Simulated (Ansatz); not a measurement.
# O started midway between two neighbours in cubic perovskite KTaO3, 41 atoms, charge +1

All numbers come from Ansatz (PAW, plane waves, no spin–orbit coupling) at the single k point (¼, ¼, ¼) without its symmetry partners. The atoms were relaxed with PBEsol in a fixed cell; other functionals are single points on those atoms unless said otherwise. The valence top and gap of the host come from its small cell on a dense mesh, with the band extrema sought between the mesh points, lined up by the mean potential, PBEsol gap 2.13 eV, r²SCAN gap 2.63 eV. The charge correction uses an assumed dielectric constant of 200.

Relaxed structure:

```yaml
crystal:
  lattice:
    - [7.97088, 0.00000, 0.00000]
    - [0.00000, 7.97088, 0.00000]
    - [0.00000, 0.00000, 7.97088]
  atoms:
    - { symbol: K, position: [0.99819, 0.00175, 0.99940] }
    - { symbol: K, position: [0.98791, 0.99416, 0.49830] }
    - { symbol: K, position: [0.99834, 0.50467, 0.99865] }
    - { symbol: K, position: [0.98876, 0.51167, 0.49928] }
    - { symbol: K, position: [0.50827, 0.00132, 0.99935] }
    - { symbol: K, position: [0.51785, 0.99436, 0.49872] }
    - { symbol: K, position: [0.50850, 0.50429, 0.99860] }
    - { symbol: K, position: [0.51872, 0.51189, 0.49970] }
    - { symbol: Ta, position: [0.25209, 0.25594, 0.24328] }
    - { symbol: Ta, position: [0.25453, 0.25014, 0.75482] }
    - { symbol: Ta, position: [0.25401, 0.75050, 0.24958] }
    - { symbol: Ta, position: [0.25251, 0.75552, 0.74843] }
    - { symbol: Ta, position: [0.75178, 0.25298, 0.24934] }
    - { symbol: Ta, position: [0.75485, 0.25301, 0.74848] }
    - { symbol: Ta, position: [0.75398, 0.75282, 0.24777] }
    - { symbol: Ta, position: [0.75254, 0.75318, 0.75010] }
    - { symbol: O, position: [0.25342, 0.25290, 0.99905] }
    - { symbol: O, position: [0.25214, 0.16297, 0.49635] }
    - { symbol: O, position: [0.25330, 0.75310, 0.99907] }
    - { symbol: O, position: [0.25350, 0.75292, 0.49905] }
    - { symbol: O, position: [0.75331, 0.25309, 0.99912] }
    - { symbol: O, position: [0.75345, 0.25299, 0.49907] }
    - { symbol: O, position: [0.75349, 0.75296, 0.99905] }
    - { symbol: O, position: [0.75328, 0.75308, 0.49910] }
    - { symbol: O, position: [0.00609, 0.25377, 0.25233] }
    - { symbol: O, position: [0.00586, 0.25224, 0.74547] }
    - { symbol: O, position: [0.00330, 0.75261, 0.24962] }
    - { symbol: O, position: [0.00298, 0.75367, 0.74811] }
    - { symbol: O, position: [0.50091, 0.25385, 0.25282] }
    - { symbol: O, position: [0.50061, 0.25229, 0.74572] }
    - { symbol: O, position: [0.50376, 0.75236, 0.24986] }
    - { symbol: O, position: [0.50350, 0.75345, 0.74873] }
    - { symbol: O, position: [0.25410, 0.99942, 0.22755] }
    - { symbol: O, position: [0.25362, 0.00021, 0.76812] }
    - { symbol: O, position: [0.25309, 0.50582, 0.22983] }
    - { symbol: O, position: [0.25266, 0.50658, 0.77069] }
    - { symbol: O, position: [0.75343, 0.00371, 0.24837] }
    - { symbol: O, position: [0.75326, 0.00361, 0.74979] }
    - { symbol: O, position: [0.75350, 0.50240, 0.24845] }
    - { symbol: O, position: [0.75327, 0.50237, 0.74970] }
    - { symbol: O, position: [0.25446, 0.34322, 0.50179] }
```

Chemical potentials μ are those of reference phases of the elements at zero temperature by the same functional (the usual solids, diamond for C, grey Sn, and the molecules H2, N2, O2, F2, Cl2, Br2 and S8).

| functional | E(defect) − E(host) − Σ nμ + q·E_VBM (eV) | monopole (eV) | alignment (eV) | formation energy at E_F = VBM (eV) | moment (μB) | wall time, shared host |
| --- | --- | --- | --- | --- | --- | --- |
| PBEsol | 1.71 | 0.01 | 0.10 | 1.82 | 1.0 | 3.4 min on 7 threads of Neoverse-V2 (relaxation) |

Estimate the formation energy and moment that r²SCAN gives on these atoms.

2.01 eV at E_F = VBM (1.89 eV before the monopole term 0.01 eV and the alignment 0.11 eV), moment 1.0 μB.

How does the monopole term follow by hand for this cubic cell?

q²·α·e²/(4πε₀)/(2εL) with the Madelung constant α = 2.837 and e²/4πε₀ = 14.40 eV·Å: 1 × 2.837 × 14.40 / (2 × 200 × 7.971) = 0.01 eV.

r²SCAN one-electron levels near the gap (the ten most localised at most), from the host's valence top, not corrected for the charge's images:

```tsv
level (eV)	spin	filling	atoms sharing it	element of the atom with most weight
-0.27	down	1.00	3.9	O
-0.27	up	1.00	18.0	spread
-0.23	up	1.00	19.9	spread
-0.23	down	1.00	20.3	spread
-0.21	down	1.00	20.2	spread
-0.21	up	1.00	21.1	spread
-0.19	down	1.00	20.7	spread
-0.15	up	1.00	11.2	O
-0.14	down	1.00	14.6	spread
0.07	down	0.00	5.3	O
```

The charge sits partly or wholly in a band of the host, at the cell's one k point and not at the band edge, so the formation energy is too high and the charge correction doesn't apply as it stands.

PBEsol tends to spread a hole over several anions where a hybrid would trap it on one, and single points on PBEsol atoms lack that distortion.

All elements are taken at their own reference at once; growth conditions in equilibrium with the host shift these energies, by up to the host's formation enthalpy.

The ideal cubic host may itself distort, and that gain is in these energies.

One k point and a cell of this size can leave errors of several tenths of an eV in such numbers.
